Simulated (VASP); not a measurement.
# Al2O3 (P-3m1) in VASP: a series of runs, part 2 of 2

VASP 6.6.1. Earlier steps stand in the parts before.

## Step 5: G0W0 quasiparticle levels, LDA

Contents of POSCAR:

```
Al2O3
1.0
    3.0174825440      0.0000000000      0.0000000000
   -1.5087412720      2.6132165386      0.0000000000
    0.0000000000      0.0000000000      7.5746360022
Al O
2 3
Direct
    0.0000000000      0.0000000000      0.7220490000
    0.0000000000      0.0000000000      0.2779510000
    0.0000000000      0.0000000000      0.5000000000
    0.6666666667      0.3333333333      0.8005460000
    0.3333333333      0.6666666667      0.1994540000
```

Contents of INCAR.step1:

```
SYSTEM = Al2O3
PREC = Accurate
ENCUT = 500
EDIFF = 1E-8
ISMEAR = 0
SIGMA = 0.01
LREAL = .False.
LASPH = .True.
NELM = 60
ALGO = Fast
LWAVE = .True.
LCHARG = .False.
GGA = CA
KPAR = 4
```

Contents of INCAR.step2:

```
SYSTEM = Al2O3
PREC = Accurate
ENCUT = 500
EDIFF = 1E-8
ISMEAR = 0
SIGMA = 0.01
LREAL = .False.
LASPH = .True.
NELM = 1
ALGO = Exact
LWAVE = .True.
LCHARG = .False.
GGA = CA
NBANDS = 261
LOPTICS = .True.
ISTART = 1
KPAR = 4
```

Contents of INCAR.step3:

```
SYSTEM = Al2O3
PREC = Accurate
ENCUT = 500
EDIFF = 1E-8
ISMEAR = 0
SIGMA = 0.01
LREAL = .False.
LASPH = .True.
ALGO = EVGW0
LWAVE = .False.
LCHARG = .False.
GGA = CA
NELMGW = 1
NBANDS = 261
ENCUTGW = 150
NOMEGA = 50
PRECFOCK = Fast
ISTART = 1
NBANDSGW = 20
KPAR = 4
```

Contents of KPOINTS:

```
regular mesh
0
Gamma
  6 6 2
  0 0 0
```

Potentials or basis: VASP PAW LDA potentials, release 64 (Al_GW, O_GW).

On the command line:

```
$ cat potpaw_LDA.64/Al_GW/POTCAR potpaw_LDA.64/O_GW/POTCAR > POTCAR
$ cp INCAR.step1 INCAR
$ mpirun -np 4 vasp_std > vasp.out
$ cp INCAR.step2 INCAR
$ mpirun -np 4 vasp_std > vasp.out
$ cp INCAR.step3 INCAR
$ mpirun -np 4 vasp_std > vasp.out
```

OUTCAR:

```text
SYSTEM = Al2O3
   PREC = Accurate
   ENCUT = 500
   EDIFF = 1E-8
   ISMEAR = 0
   LREAL = .False.
   LASPH = .True.
   GGA = CA
   NELMGW = 1
   ENCUTGW = 150
   PRECFOCK = Fast
   ISTART = 1

 ion  position               nearest neighbor table
   1  0.000  0.000  0.722-   3 1.68   4 1.84   4 1.84   4 1.84
   2  0.000  0.000  0.278-   3 1.68   5 1.84   5 1.84   5 1.84
   3  0.000  0.000  0.500-   1 1.68   2 1.68
   4  0.667  0.333  0.801-   1 1.84   1 1.84   1 1.84
   5  0.333  0.667  0.199-   2 1.84   2 1.84   2 1.84

  LATTYP: Found a hexagonal cell.
 ALAT       =     3.0174825440
 C/A-ratio  =     2.5102501478

  Lattice vectors:

 A1 = (   3.0174825440,   0.0000000000,   0.0000000000)
 A2 = (  -1.5087412720,   2.6132165386,   0.0000000000)
 A3 = (   0.0000000000,   0.0000000000,   7.5746360022)

Analysis of symmetry for initial positions (statically):
=====================================================================
 Subroutine PRICEL returns:
 Original cell was already a primitive cell.

 Routine SETGRP: Setting up the symmetry group for a
 hexagonal supercell.

 Subroutine GETGRP returns: Found 12 space group operations
 (whereof 12 operations were pure point group operations)
 out of a pool of 24 trial point group operations.

The static configuration has the point symmetry D_3d.

Analysis of symmetry for dynamics (positions and initial velocities):
=====================================================================
 Subroutine PRICEL returns:
 Original cell was already a primitive cell.

 Routine SETGRP: Setting up the symmetry group for a
 hexagonal supercell.

 Subroutine GETGRP returns: Found 12 space group operations
 (whereof 12 operations were pure point group operations)
 out of a pool of 24 trial point group operations.

The dynamic configuration has the point symmetry D_3d.

 Subroutine INISYM returns: Found 12 space group operations
 (whereof 12 operations are pure point group operations),
 and found     1 'primitive' translations

----------------------------------------------------------------------------------------

                                     Primitive cell

  volume of cell :      59.7285

  direct lattice vectors                    reciprocal lattice vectors
     3.017482544  0.000000000  0.000000000     0.331402083  0.191335082  0.000000000
    -1.508741272  2.613216539  0.000000000     0.000000000  0.382670163  0.000000000
     0.000000000  0.000000000  7.574636002     0.000000000  0.000000000  0.132019545

  length of vectors
     3.017482544  3.017482544  7.574636002     0.382670163  0.382670163  0.132019545

  position of ions in fractional coordinates (direct lattice)
     0.000000000  0.000000000  0.722049000
     0.000000000  0.000000000  0.277951000
     0.000000000  0.000000000  0.500000000
     0.666666667  0.333333333  0.800546000
     0.333333333  0.666666667  0.199454000

  ion indices of the primitive-cell ions
   primitive index   ion index
                 1           1
                 2           2
                 3           3
                 4           4
                 5           5

----------------------------------------------------------------------------------------

 KPOINTS: regular mesh

Automatic generation of k-mesh.
 Grid dimensions read from file:
 generate k-points for:    6    6    2

 Generating k-lattice:

  Cartesian coordinates                     Fractional coordinates (reciprocal lattice)
     0.055233680  0.031889180  0.000000000     0.166666667  0.000000000  0.000000000
     0.000000000  0.063778361  0.000000000     0.000000000  0.166666667  0.000000000
     0.000000000  0.000000000  0.066009773     0.000000000  0.000000000  0.500000000

  Length of vectors
     0.063778361  0.063778361  0.066009773

  Shift w.r.t. Gamma in fractional coordinates (k-lattice)
     0.000000000  0.000000000  0.000000000

 Subroutine IBZKPT returns following result:
 ===========================================

 Found     14 irreducible k-points:

 Following reciprocal coordinates:
            Coordinates               Weight
  0.000000  0.000000  0.000000      1.000000
  0.166667  0.000000  0.000000      6.000000
  0.333333  0.000000  0.000000      6.000000
  0.500000  0.000000  0.000000      3.000000
  0.166667  0.166667  0.000000      6.000000
  0.333333  0.166667  0.000000     12.000000
  0.333333  0.333333  0.000000      2.000000
  0.000000  0.000000  0.500000      1.000000
  0.166667  0.000000  0.500000      6.000000
  0.333333  0.000000  0.500000      6.000000
  0.500000  0.000000  0.500000      3.000000
  0.166667  0.166667  0.500000      6.000000
  0.333333  0.166667  0.500000     12.000000
  0.333333  0.333333  0.500000      2.000000
   k-points           NKPTS =     14   k-points in BZ     NKDIM =     72   number of bands    NBANDS=    261
   number of dos      NEDOS =    301   number of ions     NIONS =      5
   total plane-waves  NPLWV =  32256
   dimension x,y,z NGX =    24 NGY =   24 NGZ =   56
   dimension x,y,z NGXF=    48 NGYF=   48 NGZF=  112
   ions per type =               2   3
   NGX,Y,Z   is equivalent  to a cutoff of  13.22, 13.22, 12.29 a.u.
   NGXF,Y,Z  is equivalent  to a cutoff of  26.45, 26.45, 24.58 a.u.
 SYSTEM =  Al2O3
   PREC   = accura    normal or accurate (medium, high low for compatibility)
   ISTART =      1    job   : 0-new  1-cont  2-samecut
   ICHARG =      0    charge: 1-file 2-atom 10-const
   ISPIN  =      1    spin polarized calculation?
   LNONCOLLINEAR =      F non collinear calculations
   LSORBIT =      F    spin-orbit coupling
   LASPH  =      T    aspherical Exc in radial PAW
   ENCUT  =  500.0 eV  36.75 Ry    6.06 a.u.   5.50  5.50 13.81*2*pi/ulx,y,z
   NELM   =     60;   NELMIN=  2; NELMDL=  0     # of ELM steps
   EDIFF  = 0.1E-07   stopping-criterion for ELM
   LREAL  =      F    real-space projection
   EDIFFG = 0.1E-06   stopping-criterion for IOM
   NSW    =      0    number of steps for IOM
   IBRION =     -1    ionic relax: 0-MD 1-quasi-New 2-CG
   NFREE  =      0    steps in history (QN), initial steepest desc. (CG)
   ISIF   =      0    stress and relaxation
   ISYM   =      3    0-nonsym 1-usesym 2-fastsym
   POTIM  = 0.5000    time-step for ionic-motion
   TEBEG  =    0.0;   TEEND  =   0.0 temperature during run
   PSTRESS=    0.0 pullay stress
   NELECT =      24.0000    total number of electrons
   NUPDOWN=      -1.0000    fix difference up-down
   EMIN   =  10.00;   EMAX   =-10.00  energy-range for DOS
   EFERMI =   0.00;   METHOD = LEGACY
   ISMEAR =     0;   SIGMA  =   0.01  broadening in eV -4-tet -1-fermi 0-gaus
   EFERMI_NEDOS =   21; number of points for ismear=-14 and -15
   IALGO  =     38    algorithm
   IMIX   =      4    mixing-type and parameters
     AMIX     =   0.40;   BMIX     =  1.00
     AMIX_MAG =   1.60;   BMIX_MAG =  1.00
  volume/ion in A,a.u.               =      11.95        80.61
  Fermi-wavevector in a.u.,A,eV,Ry     =   1.208049  2.282882 19.856107  1.459383
  Thomas-Fermi vector in A             =   2.343669
   LORBIT       =      0    0 simple, 1 ext, 2 COOP (PROOUT), +10 PAW based schemes
   GGA     = CA    functional components
   LHFCALC =     T    Hartree Fock is set to
   PRECFOCK=fast      Normal, Fast or Accurate (Low or Medium for compatibility)
   ENCUT4O =  -1.0   cutoff for four orbital integrals eV
   NKREDX  =     1    reduce k-point grid by
   NKREDY  =     1    reduce k-point grid by
   NKREDZ  =     1    reduce k-point grid by
   AEXX    =    1.0000 exact exchange contribution
   HFSCREEN=    0.0000 screening length (either q_TF or 0.3 A-1)
   HFSCREENC=   0.0000 screening length for correlation (either q_TF or 0.3 A-1)
   ENCUTFOCK=  -1.0 apply spherical cutoff to Coloumb kernel
   IVDW    =     0    specifies the selected vdW correction
   LEPSILON=     F    determine dielectric tensor
   LRPA    =     F    only Hartree local field effects (RPA)
   LRPAFORCE           =     F    calculate RPA forces
   ENCUTGW             = 150.0    cutoff for response function in eV
   ENCUTGWSOFT         = 120.0    soft cutoff for Coulomb kernel in GW response function in eV
   ENCUTLF             =  -1.0    cutoff for local field effects
   NELMGW              =     1    number of iterations in solving QP/BSE equation
   NELMHF              =     1    number of iterations in the inner HF iteration
   NKREDLFX            =     1    NKREDLFY  =   1   NKREDLFZ  =   1
 non-spin polarized calculation
 Gauss-broadening in eV      SIGMA  =   0.01
  energy-cutoff  :      500.00
  volume of cell :       59.73
 maximum number of plane-waves:      1564
 NGX is ok and might be reduce to    24
  NGX = 14; NGY = 14; NGZ = 36
   NGX = 11   NGY = 11   NGZ = 27
 maximum number of plane-waves:       267
 NGX is ok and might be reduce to    14

 QP shifts <psi_nk| G(iteration)W_0 |psi_nk>: iteration 1
 for sc-GW calculations column KS-energies equals QP-energies in previous step
 and V_xc(KS)=  KS-energies - (<T + V_ion + V_H > + <T+V_H+V_ion>^1  + <V_x>^1)

 k-point   1 :       0.0000    0.0000    0.0000
  band No.  KS-energies  QP-energies   sigma(KS)   V_xc(KS)     V^pw_x(r,r')   Z            occupation Imag(sigma)

      1     -16.4333     -18.7862     -21.5014     -18.1697     -29.9935       0.7062       2.0000       1.1506
      2     -16.2258     -18.5788     -21.8184     -18.4750     -30.2505       0.7038       2.0000       1.0898
      3     -13.6879     -15.9077     -22.1454     -18.9363     -30.7538       0.6917       2.0000       1.0003
      4      -3.0053      -4.5701     -18.3572     -16.2272     -22.7134       0.7347       2.0000       0.1840
      5      -1.6232      -3.2540     -18.1554     -16.0006     -22.2342       0.7568       2.0000       0.1336
      6      -0.8218      -2.1822     -21.0371     -19.2812     -24.7801       0.7748       2.0000       0.1056
[... 12 lines left out ...]
     19      14.6916      16.5800      -8.0069     -10.3287      -3.3831       0.8134       0.0000      -0.1337
     20      15.0700      16.9339      -8.1141     -10.4248      -3.4504       0.8066       0.0000      -0.1690
[... 292 lines left out ...]
      1     -15.3160     -17.7460     -22.8241     -19.4252     -31.1428       0.7149       2.0000       0.9895
      2     -15.3160     -17.7460     -22.8241     -19.4252     -31.1428       0.7149       2.0000       0.9895
      3     -13.1838     -15.3546     -22.5878     -19.4096     -31.1978       0.6830       2.0000       0.9197
      4      -3.7098      -5.3133     -18.2928     -16.1519     -22.3349       0.7490       2.0000       0.1569
      5      -3.2714      -4.9058     -18.2796     -16.1294     -22.1432       0.7601       2.0000       0.1399
      6      -3.2714      -4.9058     -18.2796     -16.1294     -22.1432       0.7601       2.0000       0.1399
[... 12 lines left out ...]
     19      13.9412      15.6500      -8.1495     -10.2617      -3.5947       0.8091       0.0000      -0.1376
     20      14.2137      16.0984     -10.3646     -12.7132      -5.8838       0.8025       0.0000      -0.1406
```

Wall time 8.2 min (4 MPI ranks of Intel Xeon Platinum 8488C (Sapphire Rapids), shared host); peak memory 1 GiB.

Results:

```
Band gap on the k mesh, mean-field level : 2.21 eV, direct
Quasiparticle gap                        : 4.66 eV
Least direct quasiparticle gap           : 4.66 eV
```

Levels at points of the mesh, in eV from the valence-band top:
```
           k point  band 10  band 11  band 12  band 13  band 14  band 15
(0.00, 0.00, 0.00)    -2.32     0.00     0.00     2.21     4.20     7.19
(0.50, 0.00, 0.00)    -3.07    -1.77    -0.49     4.43     6.06     7.98
(0.00, 0.00, 0.50)    -3.13     0.00     0.00     3.14     3.26     7.95
(0.50, 0.00, 0.50)    -3.31    -1.69    -0.49     4.89     5.43     7.92
```

Caveat: the cutoff is under 1.25 times the usual one of these potentials, so pressure, stress and relaxed cells hold a basis-set (Pulay) error; bands, screening cutoff and mesh are small and nothing is extrapolated, so the quasiparticle values aren't converged.

## Step 6: Overview

| task | level | potentials or basis | k mesh | cutoff (eV) | smearing | ladder | GW scheme | GW iterations | cutoff of the response function | frequency points | gap on the mesh (eV) | pressure (GPa) | largest force (eV/Å) |
| --- | --- | --- | --- | --- | --- | --- | --- | --- | --- | --- | --- | --- | --- |
| band structure | SCAN | VASP PAW PBE potentials, release 64 (Al, O) | 7 × 7 × 3 | 520 | fermi-dirac 0.05 eV | - | - | - | - | - | 2.89 | -6.4 | 0.47 |
| band structure | TPSS | VASP PAW PBE potentials, release 64 (Al, O) | 7 × 7 × 3 | 520 | fermi-dirac 0.05 eV | - | - | - | - | - | 2.44 | -2.4 | 0.17 |
| band structure | TB-mBJ | VASP PAW PBE potentials, release 64 (Al, O) | 7 × 7 × 3 | 520 | fermi-dirac 0.05 eV | - | - | - | - | - | 4.10 | - | - |
| G0W0 quasiparticle levels | LDA | VASP PAW LDA potentials, release 64 (Al_GW, O_GW) | 6 × 6 × 2 | 500 | gaussian 0.01 eV | free | G0W0 | 1 | 150 | 50 | - | - | - |

Alike in all rows: no spin polarisation; cell as given.

Caveats: the PAW data sets were made with another functional, which shifts forces and pressure a little (some runs); the cutoff is under 1.25 times the usual one of these potentials, so pressure, stress and relaxed cells hold a basis-set (Pulay) error (some runs); bands, screening cutoff and mesh are small and nothing is extrapolated, so the quasiparticle values aren't converged (some runs).

Absolute energies hang on the potentials; compare differences alone.
